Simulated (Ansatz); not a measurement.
# 3-layer 2H-MoSSe (2H stacking) in a perpendicular field, part 3 of 3

What dipole does a perpendicular field induce in the 3-layer 2H-MoSSe (2H stacking), and does the gap follow? A positive field points along +c.

Ansatz 0.2.0; plane-wave DFT, PBE-D3(BJ), Ansatz PAW.

So far, gap along the path (eV): step 3 (atoms held, field 0, start network) 0.234; step 6 (field 0.1 V/Å) 0.136; step 7 (field -0.1 V/Å) 0.355; step 8 (field 0.2 V/Å) 0.0766; step 9 (field -0.2 V/Å) 0.475.

### Step 10. Atoms held, field 0.3 V/Å

input.yaml reads:

```yaml
crystal:
  lattice:
    - [3.2137305482, 0.0, 0.0]
    - [-1.6068652741, 2.7831722956, 0.0]
    - [0.0, 0.0, 33.6612253976]
  atoms:
    - { symbol: Se, position: [0.3333333333, 0.6666666667, 0.2673699455] }
    - { symbol: Mo, position: [0.0, 0.0, 0.3181657227] }
    - { symbol: S, position: [0.3333333333, 0.6666666667, 0.3637002845] }
    - { symbol: Se, position: [0.0, 0.0, 0.4519071265] }
    - { symbol: Mo, position: [0.3333333333, 0.6666666667, 0.5026499718] }
    - { symbol: S, position: [0.0, 0.0, 0.5481557543] }
    - { symbol: Se, position: [0.3333333333, 0.6666666667, 0.6362903936] }
    - { symbol: Mo, position: [0.0, 0.0, 0.6870606477] }
    - { symbol: S, position: [0.3333333333, 0.6666666667, 0.7326300545] }
kpoints:
  mp_grid: { grid: [18, 18, 1] }
  band_path:
    path: [[0, 0, 0], [0.5, 0, 0], [0.33333333, 0.33333333, 0], [0, 0, 0]]
    npoints: 16
hamiltonian:
  xc: pbe
  dispersion: d3bj
scf:
  occupations: { method: fermi_dirac, width: 0.02585 }
  convergence: { dr2_threshold: 1.0e-10 }
efield:
  axis: 3
  dipole_correction: true
  ramp_position: 0.9607
  ramp_width: 0.0741
  amplitude: 0.3
output:
  write_potential: true
  write_density: true
  volumetric_format: npy
```

Started as:

```sh
$ ansatz run input.yaml --threads 4 --pin off --max-ram 8192MiB --backend cpu --events-out ev --progress --plain --runs-dir out
```

Numbers of over 12 decimals in the logs are rounded to 6 here.

The program printed:

```text
[...]
Crystal: 9 atoms, lattice volume = 301.078 Å³
Basis set: ecut = 420 eV, 5969 PW (Γ)
Bands: 65, of which v1, the nominal top of the filled ones, is band 54 counted from 1 (53 counted from 0)
Symmetry: 6 space group operations
[...]
k-points: 37 of 324 (time reversal used)
[...]
k-point 0: bands = [... 50 lower, 3.5261, 3.7009, 4.2261, 4.8163, 6.0594, 6.0594, 6.4021, 6.4021, ... 7 higher]
  k-point 1: bands = [... 50 lower, 3.4601, 3.7401, 4.2268, 4.7633, 5.9898, 6.1101, 6.2054, 6.3613, ... 7 higher]
  k-point 2: bands = [... 50 lower, 3.3286, 3.6476, 4.1707, 4.6120, 5.7133, 5.9465, 6.0838, 6.4085, ... 7 higher]
  k-point 36: bands = [... 50 lower, 2.5417, 3.1785, 3.8884, 4.6554, 4.8720, 5.5905, 5.8586, 6.3488, ... 7 higher]
[key lines of the parts left out:]
SCF converged after 20 iterations
Free energy (F): -33992.066747 eV
Fermi energy:    4.806785 eV
Dipole field:    D = 0.092569 V/Å  (p = 0.154022 e·Å, saw-weighted, corrected)
```

Elapsed: 55 s, on 4 threads of Arm Neoverse V1, shared host; peak memory 1.2 GiB.

The dipole is 0.154 e·Å, 0.254 e·Å from its value without field, and the gap 0.039 eV.

### Step 11. Atoms held, field -0.3 V/Å

input.yaml: that of step 10 with these lines changed.

```diff
@@ -31,3 +31,3 @@
   ramp_width: 0.0741
-  amplitude: 0.3
+  amplitude: -0.3
 output:
```

The program printed:

```text
[...]
Crystal: 9 atoms, lattice volume = 301.078 Å³
Basis set: ecut = 420 eV, 5969 PW (Γ)
Bands: 65, of which v1, the nominal top of the filled ones, is band 54 counted from 1 (53 counted from 0)
Symmetry: 6 space group operations
[...]
k-points: 37 of 324 (time reversal used)
[...]
k-point 0: bands = [... 50 lower, 3.1955, 3.7791, 4.1240, 4.5777, 6.3747, 6.3747, 6.7520, 6.7520, ... 7 higher]
  k-point 1: bands = [... 50 lower, 3.1888, 3.8109, 4.0904, 4.5139, 6.3110, 6.4202, 6.5640, 6.7091, ... 7 higher]
  k-point 2: bands = [... 50 lower, 3.1736, 3.7577, 3.9909, 4.3188, 6.0883, 6.2477, 6.3996, 6.5669, ... 7 higher]
  k-point 36: bands = [... 50 lower, 2.2053, 3.5106, 3.8999, 4.3274, 5.2040, 5.6004, 6.0184, 6.1290, ... 7 higher]
[key lines of the parts left out:]
SCF converged after 21 iterations
Free energy (F): -33992.125533 eV
Fermi energy:    4.847699 eV
Dipole field:    D = -0.205317 V/Å  (p = -0.341619 e·Å, saw-weighted, corrected)
```

Wall time 56 s (4 threads); peak memory 1.2 GiB.

The dipole is -0.342 e·Å, -0.241 e·Å from its value without field, and the gap 0.587 eV.

### Step 12. Atoms held, field 0.4 V/Å

input.yaml: that of step 11 with these lines changed.

```diff
@@ -29,5 +29,5 @@
   dipole_correction: true
-  ramp_position: 0.9607
-  ramp_width: 0.0741
-  amplitude: -0.3
+  ramp_position: 0.9332
+  ramp_width: 0.1292
+  amplitude: 0.4
 output:
```

The program printed:

```text
[...]
Crystal: 9 atoms, lattice volume = 301.078 Å³
Basis set: ecut = 420 eV, 5969 PW (Γ)
Bands: 65, of which v1, the nominal top of the filled ones, is band 54 counted from 1 (53 counted from 0)
Symmetry: 6 space group operations
[...]
k-points: 37 of 324 (time reversal used)
[...]
k-point 0: bands = [... 50 lower, 3.5349, 3.6948, 4.2307, 4.8255, 6.0465, 6.0465, 6.3854, 6.3854, ... 7 higher]
  k-point 1: bands = [... 50 lower, 3.4688, 3.7357, 4.2324, 4.7733, 5.9759, 6.0977, 6.1858, 6.3441, ... 7 higher]
  k-point 2: bands = [... 50 lower, 3.3284, 3.6432, 4.1756, 4.6245, 5.6914, 5.9338, 6.0704, 6.3925, ... 7 higher]
  k-point 36: bands = [... 50 lower, 2.5550, 3.1646, 3.8830, 4.6648, 4.8585, 5.5849, 5.8435, 6.3571, ... 7 higher]
[key lines of the parts left out:]
SCF converged after 23 iterations
Free energy (F): -33992.086515 eV
Fermi energy:    4.800498 eV
Dipole field:    D = 0.145102 V/Å  (p = 0.241431 e·Å, saw-weighted, corrected)
```

It took 58 s on 4 threads; peak memory 1.2 GiB; 3.8 min of CPU time.

The dipole is 0.241 e·Å, 0.342 e·Å from its value without field.

### Step 13. Single point, field -0.4 V/Å

input.yaml: that of step 12 with these lines changed.

```diff
@@ -31,3 +31,3 @@
   ramp_width: 0.1292
-  amplitude: 0.4
+  amplitude: -0.4
 output:
```

The program printed:

```text
[...]
Crystal: 9 atoms, lattice volume = 301.078 Å³
Basis set: ecut = 420 eV, 5969 PW (Γ)
Bands: 65, of which v1, the nominal top of the filled ones, is band 54 counted from 1 (53 counted from 0)
Symmetry: 6 space group operations
[...]
k-points: 37 of 324 (time reversal used)
[...]
k-point 0: bands = [... 50 lower, 3.1161, 3.7681, 4.1226, 4.5344, 6.4471, 6.4471, 6.7648, 6.7648, ... 7 higher]
  k-point 1: bands = [... 50 lower, 3.1247, 3.8010, 4.0839, 4.4682, 6.3842, 6.4913, 6.6444, 6.7043, ... 7 higher]
  k-point 2: bands = [... 50 lower, 3.1282, 3.7789, 3.9558, 4.2642, 6.1710, 6.3145, 6.4705, 6.5712, ... 7 higher]
  k-point 36: bands = [... 50 lower, 2.1289, 3.5860, 3.8991, 4.2496, 5.2807, 5.5989, 5.9387, 6.1778, ... 7 higher]
[key lines of the parts left out:]
SCF converged after 18 iterations
Free energy (F): -33992.163704 eV
Fermi energy:    4.855767 eV
Dipole field:    D = -0.253512 V/Å  (p = -0.421809 e·Å, saw-weighted, corrected)
```

Elapsed: 53 s, on 4 threads; peak memory 1.2 GiB.

The dipole is -0.422 e·Å, -0.321 e·Å from its value without field, and the gap 0.688 eV.

### Step 14. Response, atoms held

This step: plane-wave DFT, PBE-D3(BJ), Ansatz PAW; response to a field along the normal, atoms held (Ansatz 0.2.0).

The dipoles give the slope, and the difference of two potentials shows where the field is screened.

This step gave:

```yaml
equivalent_conductor_thickness_p_eps_0ae: 16.50 Å
distance_between_the_outer_atoms: 15.66 Å
```

The dipole of the cell by applied field:

```csv
applied field (V/Å),dipole of the cell (e·Å)
-0.400,-0.422
-0.300,-0.342
-0.200,-0.261
-0.100,-0.181
-0.050,-0.141
0.000,-0.100
0.050,-0.0595
0.100,-0.0179
0.200,0.0673
0.300,0.154
0.400,0.241
```

Local field over the applied field, running mean. From the potentials at -0.05 and 0.05 V/Å; running mean over 2.8 Å. Table of local field over applied field by z:

z (Å), local field over applied field and a bar:
```
        5      0.994 ##############################
        6      0.952 #############################
        7      0.762 #######################
        8      0.445 #############
        9      0.155 ####
       10      0.041 
       11      0.036 
       12      0.091 ##
       13      0.181 #####
       14      0.193 #####
       15      0.116 ###
       16      0.039 
       17      0.027 
       18      0.073 #
       19      0.171 ####
       20      0.204 #####
       21      0.143 ####
       22      0.055 #
       23      0.031 
       24      0.081 ##
       25      0.285 ########
       26      0.605 ##################
       27      0.881 ##########################
       28      0.982 ##############################
       29      0.998 ##############################
```

The induced electron density oscillates, so the rows of the table below give means over windows of 3.14 Å about each position, cut where the curve ends. Its maxima inside the range that stand out by 2 % of the span (Å: e/Å³ per V/Å): 7.9: 0.00361, 10.8: 6.1e-4, 14.2: 0.00159, 17.1: 3.2e-4, 20.5: 0.00163, 23.6: 3.8e-4, 24.8: -8.3e-4. Its minima: 10.0: -7.6e-4, 13.0: -0.00163, 16.2: -4.9e-4, 19.3: -0.00168, 22.4: -5.5e-4, 24.5: -1.0e-3, 25.6: -0.00365.

Electrons, planar mean, per unit field. Induced electron density against z; means over each step:

```csv
z (Å),induced electron density (e/Å³ per V/Å)
5.61,3.0e-4
8.75,0.00135
11.89,-4.5e-4
15.03,4.8e-4
18.17,-5.1e-4
21.31,5.0e-4
24.45,-0.00114
27.59,-5.2e-4
```

The smaller of the gaps on the path and on the k-mesh, counted as 0 under 0.03 eV. Table of gap by applied field:

```csv
applied field (V/Å),gap (eV)
-0.400,0.688
-0.300,0.587
-0.200,0.475
-0.100,0.355
-0.050,0.294
0.000,0.234
0.050,0.18
0.100,0.136
0.200,0.0766
0.300,0.0386
0.400,0
```

By hand: between -0.05 and 0.05 V/Å the dipole changes by 0.08137 e·Å, a slope of 0.8137 e·Å²/V. A perfect conductor of thickness t has p = ε₀AEt, so t = 180.95 × 0.8137 / 8.944 = 16.46 Å (e/ε₀ = 180.95 V·Å, A in Å²).

The induced dipole is that of a conductor 16.50 Å thick.

### Step 15. Outcome

```
gap without field                          : 0.234 eV
ionisation energy, upper face              : 5.83 eV
electron affinity, upper face              : 5.60 eV
step between the vacuum levels             : 2.03 eV
equivalent conductor thickness, atoms held : 16.5 Å
```

What this shows: The induced dipole equals that of a perfect conductor 16.50 Å thick, while the outer atoms lie 15.66 Å apart; an out-of-plane ε follows only once a thickness t is chosen, by 1 − 1/ε = 16.50 Å / t. The two faces differ: the vacuum level above lies 2.03 eV higher than the one below. The gap goes from 0.23 eV to 0.69 eV at -0.4 V/Å. With the field reversed the gap is closed at 0.4 V/Å. Semilocal functionals give gaps that are too small, and excitons are not included. Spin-orbit coupling is left out, which matters for the bands of elements this heavy.

[Logs are printed without paths, hosts, clocks, repeated set-up lines and the standing remarks that a program may print on its own settings, such as how far it seeks lower states.]

[Hosts, paths, dates, database ids (printed as entryN), source tags and the programs' standing remarks are cut or masked in the printed files.]

[Maps of the electrostatic potential energy from Ansatz leave out the sawtooth potential of an applied field or a dipole correction, so their vacuum need not be flat; planar profiles and work functions include it.]
